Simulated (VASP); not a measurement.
# ZnSn2N2 (P-4m2) in VASP: notebook

Runs on ZnSn2N2. Level: PBE. Tasks: single point.

Program: VASP 6.6.1. These are calculated values, not measurements. Logs are shortened: lines on timing, memory, paths and dates and some standing lists are left out, and cuts for length are marked.

**1. The undisturbed crystal**

Symmetry: P-4m2, No. 115, tetragonal system. The conventional cell has a = 3.352 Å, b = 3.352 Å, c = 8.064 Å, α = 90.00°, β = 90.00°, γ = 90.00°. Sn (site symmetry 2mm) is surrounded by 2 N at 2.12 Å. Around Zn (site symmetry -4m2) lie 4 N at 2.05 Å. N (site symmetry 2mm) is surrounded by 2 Zn at 2.05 Å and 2 Sn at 2.12 Å.

The cell comes from a database or a generator and needn't be the stable form of this composition.

**2. Single point, PBE**

Contents of INCAR:

```
PREC     = Accurate       # precision mode
ENCUT    = 400            # plane-wave cutoff, eV
EDIFF    = 1E-7           # SCF threshold, eV
ISMEAR   = 0              # smearing method
SIGMA    = 0.05           # smearing width, eV
LREAL    = Auto         
LASPH    = True           # aspherical terms in the spheres
NELM     = 100            # most SCF steps
ALGO     = Normal         # electronic algorithm
ISIF     = 2              # what is computed and relaxed
LWAVE    = False          # write WAVECAR
LCHARG   = False          # write CHGCAR
GGA      = PE             # functional
NBANDS   = 33             # bands
ADDGRID  = False
```

Contents of KPOINTS:

```
Automatic mesh
0
Gamma
  5 5 2
```

Contents of POSCAR:

```
ZnSn2N2
1.0
    3.3523260000      0.0000000000      0.0000000000
    0.0000000000      3.3523260000      0.0000000000
    0.0000000000      0.0000000000      8.0642090000
Sn Zn N
2 1 2
Direct
    0.4973440000      0.4812300000      0.3153800000
    0.4977480000      0.5263330000      0.6946440000
   -0.0161480000     -0.0098380000     -0.0046550000
   -0.0132420000      0.5408690000      0.8583280000
    0.4951850000     -0.0107610000      0.1447960000
```

Potentials or basis: VASP PAW PBE potentials, release 64 (Sn_d, Zn, N).

Started as:

```sh
> cat potpaw_PBE.64/Sn_d/POTCAR potpaw_PBE.64/Zn/POTCAR potpaw_PBE.64/N/POTCAR > POTCAR
> mpirun -np 1 vasp_std > vasp.out
```

OUTCAR:

```text
PREC = Accurate
   ENCUT = 400
   EDIFF = 1E-7
   ISMEAR = 0
   LREAL = Auto
   LASPH = True
   NELM = 100
   ISIF = 2
   GGA = PE

 Found     26 irreducible k-points:

 Following reciprocal coordinates:
            Coordinates               Weight
  0.000000  0.000000  0.000000      1.000000
  0.200000  0.000000  0.000000      2.000000
  0.000000  0.200000  0.000000      2.000000
  0.400000  0.000000  0.000000      2.000000
  0.000000  0.400000  0.000000      2.000000
  0.200000  0.200000  0.000000      2.000000
   k-points           NKPTS =     26   k-points in BZ     NKDIM =     26   number of bands    NBANDS=     33
   number of dos      NEDOS =    301   number of ions     NIONS =      5
   total plane-waves  NPLWV =  31104
   dimension x,y,z NGX =    24 NGY =   24 NGZ =   54
   dimension x,y,z NGXF=    48 NGYF=   48 NGZF=  108
   ions per type =               2   1   2
   NGX,Y,Z   is equivalent  to a cutoff of  11.90, 11.90, 11.13 a.u.
   NGXF,Y,Z  is equivalent  to a cutoff of  23.80, 23.80, 22.26 a.u.
 SYSTEM =  unknown system
   PREC   = accura    normal or accurate (medium, high low for compatibility)
   ISTART =      0    job   : 0-new  1-cont  2-samecut
   ICHARG =      2    charge: 1-file 2-atom 10-const
   ISPIN  =      1    spin polarized calculation?
   LNONCOLLINEAR =      F non collinear calculations
   LSORBIT =      F    spin-orbit coupling
   LASPH  =      T    aspherical Exc in radial PAW
   ENCUT  =  400.0 eV  29.40 Ry    5.42 a.u.   5.47  5.47 13.15*2*pi/ulx,y,z
   NELM   =    100;   NELMIN=  2; NELMDL= -5     # of ELM steps
   EDIFF  = 0.1E-06   stopping-criterion for ELM
   LREAL  =      T    real-space projection
   EDIFFG = 0.1E-05   stopping-criterion for IOM
   NSW    =      0    number of steps for IOM
   IBRION =     -1    ionic relax: 0-MD 1-quasi-New 2-CG
   NFREE  =      0    steps in history (QN), initial steepest desc. (CG)
   ISIF   =      2    stress and relaxation
   ISYM   =      2    0-nonsym 1-usesym 2-fastsym
   POTIM  = 0.5000    time-step for ionic-motion
   TEBEG  =    0.0;   TEEND  =   0.0 temperature during run
   PSTRESS=    0.0 pullay stress
   NELECT =      50.0000    total number of electrons
   NUPDOWN=      -1.0000    fix difference up-down
   EMIN   =  10.00;   EMAX   =-10.00  energy-range for DOS
   EFERMI =   0.00;   METHOD = LEGACY
   ISMEAR =     0;   SIGMA  =   0.05  broadening in eV -4-tet -1-fermi 0-gaus
   EFERMI_NEDOS =   21; number of points for ismear=-14 and -15
   IALGO  =     38    algorithm
   IMIX   =      4    mixing-type and parameters
     AMIX     =   0.40;   BMIX     =  1.00
     AMIX_MAG =   1.60;   BMIX_MAG =  1.00
  volume/ion in A,a.u.               =      18.13       122.32
  Fermi-wavevector in a.u.,A,eV,Ry     =   1.342703  2.537341 24.529295  1.802852
  Thomas-Fermi vector in A             =   2.470836
   LORBIT       =      0    0 simple, 1 ext, 2 COOP (PROOUT), +10 PAW based schemes
   GGA     = PE    functional components
   LHFCALC =     F    Hartree Fock is set to
   AEXX    =    0.0000 exact exchange contribution
   IVDW    =     0    specifies the selected vdW correction
   LEPSILON=     F    determine dielectric tensor
   LRPA    =     F    only Hartree local field effects (RPA)
 non-spin polarized calculation
 Gauss-broadening in eV      SIGMA  =   0.05
  energy-cutoff  :      400.00
  volume of cell :       90.63
 maximum number of plane-waves:      1674
 NGX is ok and might be reduce to    24
   NGX = 11   NGY = 11   NGZ = 27

 number of electron      50.0000012 magnetization

 Free energy of the ion-electron system (eV)
  ---------------------------------------------------
  ext. energy  EPLUGINS =         0.00000000
  ---------------------------------------------------
  free energy    TOTEN  =       -24.01944234 eV

  energy without entropy =      -24.01536175  energy(sigma->0) =      -24.01740204

 E-fermi :   5.2504     XC(G=0): -10.2402

 val. band max:        5.2404170149   @ k =   0.0000   0.2000   0.0000
 cond. band min:       5.2582349885   @ k =   0.2000   0.0000   0.0000
 fundamental gap:      0.0178179736
 Fermi energy:         5.2503830254

 k-point     1 :       0.0000    0.0000    0.0000
  band No.  band energies     occupation
      1     -16.0909      2.00000
      2     -15.9991      2.00000
      3     -15.9518      2.00000
      4     -15.8976      2.00000
      5     -15.8671      2.00000
      6     -15.8161      2.00000
[... 25 lines left out ...]
     32      12.8769      0.00000
     33      13.2132      0.00000

 k-point     2 :       0.2000    0.0000    0.0000
  band No.  band energies     occupation
      1     -16.0590      2.00000
      2     -15.9597      2.00000
      3     -15.9570      2.00000
      4     -15.9116      2.00000
      5     -15.8648      2.00000
      6     -15.8328      2.00000
[... 25 lines left out ...]
     32      12.9832      0.00000
     33      13.9781      0.00000

 k-point     3 :       0.0000    0.2000    0.0000
  band No.  band energies     occupation
      1     -16.0544      2.00000
      2     -15.9736      2.00000
      3     -15.9289      2.00000
      4     -15.8958      2.00000
      5     -15.8875      2.00000
      6     -15.8318      2.00000
[... 25 lines left out ...]
     32      13.1539      0.00000
     33      14.1589      0.00000

 k-point     4 :       0.4000    0.0000    0.0000
  band No.  band energies     occupation
      1     -16.0639      2.00000
      2     -15.9919      2.00000
      3     -15.9098      2.00000
      4     -15.8664      2.00000
      5     -15.8550      2.00000
      6     -15.8476      2.00000
[... 25 lines left out ...]
     32      13.7017      0.00000
     33      13.8242      0.00000

 k-point     5 :       0.0000    0.4000    0.0000
  band No.  band energies     occupation
      1     -16.0090      2.00000
      2     -15.9606      2.00000
      3     -15.9370      2.00000
      4     -15.8930      2.00000
      5     -15.8855      2.00000
      6     -15.8545      2.00000
[... 25 lines left out ...]
     32      13.6791      0.00000
     33      13.8470      0.00000

 k-point     6 :       0.2000    0.2000    0.0000
  band No.  band energies     occupation
      1     -16.0254      2.00000
      2     -15.9455      2.00000
      3     -15.9263      2.00000
      4     -15.9035      2.00000
      5     -15.8795      2.00000
      6     -15.8495      2.00000
[... 25 lines left out ...]
     32      12.7630      0.00000
     33      14.5217      0.00000

 [... further k-points ...]
[... 5 lines left out ...]
  --------------------------------------------------------------------------------------
  -------------------------------------------------------------------------------------
  Total       -1.3377216     -0.6836199     -2.2456545     -0.0077834      2.0031085      0.1909883
  in kB      -23.6495043    -12.0856785    -39.7007992     -0.1376017     35.4128431      3.3764716
  external PRESSURE =     -25.1453273 kB  Pullay stress =       0.0000000 kB

 VOLUME and BASIS-vectors are now :
 -----------------------------------------------------------------------------
  energy-cutoff  :      400.00
  volume of cell :       90.63
      direct lattice vectors                 reciprocal lattice vectors
     3.352326000  0.000000000  0.000000000     0.298300344  0.000000000  0.000000000
     0.000000000  3.352326000  0.000000000     0.000000000  0.298300344  0.000000000
     0.000000000  0.000000000  8.064209000     0.000000000  0.000000000  0.124004723

 POSITION                                       TOTAL-FORCE (eV/Angst)
 -----------------------------------------------------------------------------------
      1.66726      1.61324      2.54329        -0.005645      0.226849     -0.802463
      1.66861      1.76444      5.60175        -0.367452      0.035644     -0.010124
      3.29819      3.31935      8.02667         0.212922      1.417585      1.119083
      3.30793      1.81317      6.92174         0.369987     -1.661945     -0.999553
      1.66002      3.31625      1.16767        -0.209811     -0.018133      0.693058
 -----------------------------------------------------------------------------------
    total drift:                               -0.000468      0.002114      0.000472

  FREE ENERGIE OF THE ION-ELECTRON SYSTEM (eV)
  ---------------------------------------------------
  free  energy   TOTEN  =       -24.0194423383 eV

  energy  without entropy=      -24.0153617490  energy(sigma->0) =      -24.01740204
```

OSZICAR:

```text
N       E                     dE             d eps       ncg     rms          rms(c)
DAV:   1     0.444820029051E+03    0.44482E+03   -0.21557E+04  1756   0.195E+03
DAV:   2     0.397637404411E+02   -0.40506E+03   -0.38742E+03  1748   0.483E+02
DAV:   3    -0.254965180951E+02   -0.65260E+02   -0.63390E+02  2015   0.178E+02
DAV:   4    -0.287868530382E+02   -0.32903E+01   -0.32715E+01  2045   0.441E+01
DAV:   5    -0.288668297454E+02   -0.79977E-01   -0.79905E-01  2030   0.708E+00    0.147E+01
DAV:   6    -0.242968193079E+02    0.45700E+01   -0.21409E+01  2800   0.611E+01    0.784E+00
DAV:   7    -0.240626957555E+02    0.23412E+00   -0.49945E+00  1937   0.138E+01    0.535E+00
DAV:   8    -0.240432093754E+02    0.19486E-01   -0.85470E-01  2541   0.825E+00    0.204E+00
DAV:   9    -0.240195410592E+02    0.23668E-01   -0.13017E-01  2332   0.518E+00    0.383E-01
DAV:  10    -0.240193416574E+02    0.19940E-03   -0.17769E-02  2165   0.127E+00    0.233E-01
DAV:  11    -0.240194442159E+02   -0.10256E-03   -0.21787E-03  2356   0.328E-01    0.132E-01
DAV:  12    -0.240194405749E+02    0.36410E-05   -0.69420E-04  2431   0.231E-01    0.256E-02
DAV:  13    -0.240194423406E+02   -0.17657E-05   -0.10745E-04  2110   0.794E-02    0.128E-02
DAV:  14    -0.240194422079E+02    0.13267E-06   -0.16983E-05  2174   0.293E-02    0.561E-03
DAV:  15    -0.240194420162E+02    0.19169E-06   -0.34277E-06  2381   0.151E-02    0.218E-03
DAV:  16    -0.240194423504E+02   -0.33415E-06   -0.81274E-07  1909   0.806E-03    0.154E-03
DAV:  17    -0.240194423383E+02    0.12067E-07   -0.10077E-07  1195   0.311E-03
   1 F= -.24019442E+02 E0= -.24017402E+02  d E =-.408059E-02
```

Wall time 81 s (1 thread of AMD EPYC 7R13 (Zen 3), shared host); peak memory 0.16 GiB.

These settings aren't checked as converged: the numbers below hold their error.

Results:

```
Free energy            : -24.0194 eV
Largest force          : 1.974 eV/Å
Band gap on the k mesh : none (metal or under the smearing width)
```

Caveat: the k mesh is coarse (spacing up to 0.39 Å⁻¹), so the values aren't converged; the cutoff is under 1.25 times the usual one of these potentials, so pressure, stress and relaxed cells hold a basis-set (Pulay) error.

**3. Single point, PBE**

Changes to INCAR since step 2:

```diff
@@ -2,6 +2,6 @@
 ENCUT    = 400            # plane-wave cutoff, eV
-EDIFF    = 1E-7           # SCF threshold, eV
+EDIFF    = 0.001          # SCF threshold, eV
 ISMEAR   = 0              # smearing method
 SIGMA    = 0.05           # smearing width, eV
-LREAL    = Auto         
+LREAL    = False          # projectors in reciprocal space
 LASPH    = True           # aspherical terms in the spheres
```

KPOINTS is that of step 2.

POSCAR is that of step 2.

Potentials or basis: VASP PAW PBE potentials, release 64 (Sn_d, Zn, N).

Started as:

```sh
> cat potpaw_PBE.64/Sn_d/POTCAR potpaw_PBE.64/Zn/POTCAR potpaw_PBE.64/N/POTCAR > POTCAR
> mpirun -np 1 vasp_std > vasp.out
```

OUTCAR:

```text
PREC = Accurate
   ENCUT = 400
   EDIFF = 0.001
   ISMEAR = 0
   LREAL = False
   LASPH = True
   NELM = 100
   ISIF = 2
   GGA = PE

 Found     26 irreducible k-points:

 Following reciprocal coordinates:
            Coordinates               Weight
  0.000000  0.000000  0.000000      1.000000
  0.200000  0.000000  0.000000      2.000000
  0.000000  0.200000  0.000000      2.000000
  0.400000  0.000000  0.000000      2.000000
  0.000000  0.400000  0.000000      2.000000
  0.200000  0.200000  0.000000      2.000000
   k-points           NKPTS =     26   k-points in BZ     NKDIM =     26   number of bands    NBANDS=     33
   number of dos      NEDOS =    301   number of ions     NIONS =      5
   total plane-waves  NPLWV =  31104
   dimension x,y,z NGX =    24 NGY =   24 NGZ =   54
   dimension x,y,z NGXF=    48 NGYF=   48 NGZF=  108
   ions per type =               2   1   2
   NGX,Y,Z   is equivalent  to a cutoff of  11.90, 11.90, 11.13 a.u.
   NGXF,Y,Z  is equivalent  to a cutoff of  23.80, 23.80, 22.26 a.u.
 SYSTEM =  unknown system
   PREC   = accura    normal or accurate (medium, high low for compatibility)
   ISTART =      0    job   : 0-new  1-cont  2-samecut
   ICHARG =      2    charge: 1-file 2-atom 10-const
   ISPIN  =      1    spin polarized calculation?
[... 52 lines left out ...]

  energy without entropy =      -24.01507446  energy(sigma->0) =      -24.01713868

 E-fermi :   5.2452     XC(G=0): -10.2433

 val. band max:        5.2335668400   @ k =   0.0000   0.2000   0.0000
 cond. band min:       5.2516191129   @ k =   0.2000   0.0000   0.0000
 fundamental gap:      0.0180522730
 Fermi energy:         5.2451626031

 k-point     1 :       0.0000    0.0000    0.0000
  band No.  band energies     occupation
      1     -16.0903      2.00000
      2     -15.9998      2.00000
      3     -15.9502      2.00000
      4     -15.8958      2.00000
      5     -15.8661      2.00000
      6     -15.8149      2.00000
[... 205 lines left out ...]
     32      12.7573      0.00000
     33      14.5367      0.00000

 [... further k-points ...]
[... 5 lines left out ...]
  --------------------------------------------------------------------------------------
  -------------------------------------------------------------------------------------
  Total       -1.5108814     -0.8576475     -2.3778089     -0.0066990      1.9874927      0.1888640
  in kB      -26.7107880    -15.1623018    -42.0371507     -0.1184319     35.1367711      3.3389163
  external PRESSURE =     -27.9700802 kB  Pullay stress =       0.0000000 kB

 VOLUME and BASIS-vectors are now :
 -----------------------------------------------------------------------------
  energy-cutoff  :      400.00
  volume of cell :       90.63
      direct lattice vectors                 reciprocal lattice vectors
     3.352326000  0.000000000  0.000000000     0.298300344  0.000000000  0.000000000
     0.000000000  3.352326000  0.000000000     0.000000000  0.298300344  0.000000000
     0.000000000  0.000000000  8.064209000     0.000000000  0.000000000  0.124004723

 POSITION                                       TOTAL-FORCE (eV/Angst)
 -----------------------------------------------------------------------------------
      1.66726      1.61324      2.54329        -0.004970      0.227835     -0.805373
      1.66861      1.76444      5.60175        -0.366330      0.036245     -0.006562
      3.29819      3.31935      8.02667         0.212513      1.410926      1.118988
      3.30793      1.81317      6.92174         0.368487     -1.659184     -1.005833
      1.66002      3.31625      1.16767        -0.209701     -0.015822      0.698779
 -----------------------------------------------------------------------------------
    total drift:                                0.000030      0.001049     -0.003395

  FREE ENERGIE OF THE ION-ELECTRON SYSTEM (eV)
  ---------------------------------------------------
  free  energy   TOTEN  =       -24.0192029036 eV

  energy  without entropy=      -24.0150744615  energy(sigma->0) =      -24.01713868
```

OSZICAR:

```text
N       E                     dE             d eps       ncg     rms          rms(c)
DAV:   1     0.444820330999E+03    0.44482E+03   -0.21557E+04  1756   0.195E+03
DAV:   2     0.397641279789E+02   -0.40506E+03   -0.38742E+03  1748   0.483E+02
DAV:   3    -0.254962069893E+02   -0.65260E+02   -0.63390E+02  2015   0.178E+02
DAV:   4    -0.287866356323E+02   -0.32904E+01   -0.32716E+01  2045   0.441E+01
DAV:   5    -0.288665766806E+02   -0.79941E-01   -0.79869E-01  2022   0.708E+00    0.147E+01
DAV:   6    -0.242962103522E+02    0.45704E+01   -0.21395E+01  2800   0.611E+01    0.784E+00
DAV:   7    -0.240623759180E+02    0.23383E+00   -0.49927E+00  1929   0.138E+01    0.535E+00
DAV:   8    -0.240430576418E+02    0.19318E-01   -0.85643E-01  2541   0.825E+00    0.205E+00
DAV:   9    -0.240193250011E+02    0.23733E-01   -0.13041E-01  2324   0.518E+00    0.383E-01
DAV:  10    -0.240191039818E+02    0.22102E-03   -0.17619E-02  1845   0.127E+00    0.234E-01
DAV:  11    -0.240192029036E+02   -0.98922E-04   -0.21673E-03  1595   0.350E-01
   1 F= -.24019203E+02 E0= -.24017139E+02  d E =-.412844E-02
```

stdout:

```text
POSCAR found type information on POSCAR SnZnN
 POSCAR found :  3 types and       5 ions
 scaLAPACK will be used
 LDA part: xc-table for (Slater+PW92), standard interpolation
 POSCAR, INCAR and KPOINTS ok, starting setup
 FFT: planning ... GRIDC
 FFT: planning ... GRID_SOFT
 FFT: planning ... GRID
 WAVECAR not read
 entering main loop
```

Wall time 33 s (1 thread of AMD EPYC 7R13 (Zen 3), shared host); peak memory 0.16 GiB.

The run converged, but some of its settings lie outside the range that counts as converged, so its numbers aren't taken as properties of the crystal.

Results:

* Free energy: -24.0192 eV
* Largest force: 1.975 eV/Å
* Band gap on the k mesh: none (metal or under the smearing width)

Caveat: the k mesh is coarse (spacing up to 0.39 Å⁻¹), so the values aren't converged; the cutoff is under 1.25 times the usual one of these potentials, so pressure, stress and relaxed cells hold a basis-set (Pulay) error.

**4. Single point, PBE**

Changes to INCAR since step 3:

```diff
@@ -2,3 +2,3 @@
 ENCUT    = 400            # plane-wave cutoff, eV
-EDIFF    = 0.001          # SCF threshold, eV
+EDIFF    = 1E-5           # SCF threshold, eV
 ISMEAR   = 0              # smearing method
```

KPOINTS is that of step 3.

POSCAR is that of step 3.

Started as:

```sh
> cat potpaw_PBE.64/Sn_d/POTCAR potpaw_PBE.64/Zn/POTCAR potpaw_PBE.64/N/POTCAR > POTCAR
> mpirun -np 1 vasp_std > vasp.out
```

It took 44 s on 1 thread of AMD EPYC 7R13 (Zen 3), shared host; peak memory 0.17 GiB.

The run converged, but some of its settings lie outside the range that counts as converged, so its numbers aren't taken as properties of the crystal.

Results:

```yaml
Free_energy: -24.0192 eV
Largest_force: 1.974 eV/Å
Band_gap_on_the_k_mesh: none (metal or under the smearing width)
```

Caveat: the k mesh is coarse (spacing up to 0.39 Å⁻¹), so the values aren't converged; the cutoff is under 1.25 times the usual one of these potentials, so pressure, stress and relaxed cells hold a basis-set (Pulay) error.

**5. The reference run**

An earlier run on the cell as given: functional PBE; potentials or basis VASP PAW PBE potentials, release 64 (Sn_d, Zn, N); cutoff 520 eV; k mesh 8 × 8 × 4; occupations fermi-dirac, width 0.05 eV; no spin polarisation.

* Pressure: -0.3 GPa
* Largest force: 0.069 eV/Å
* Band gap on the k mesh: none (metal or under the smearing width)
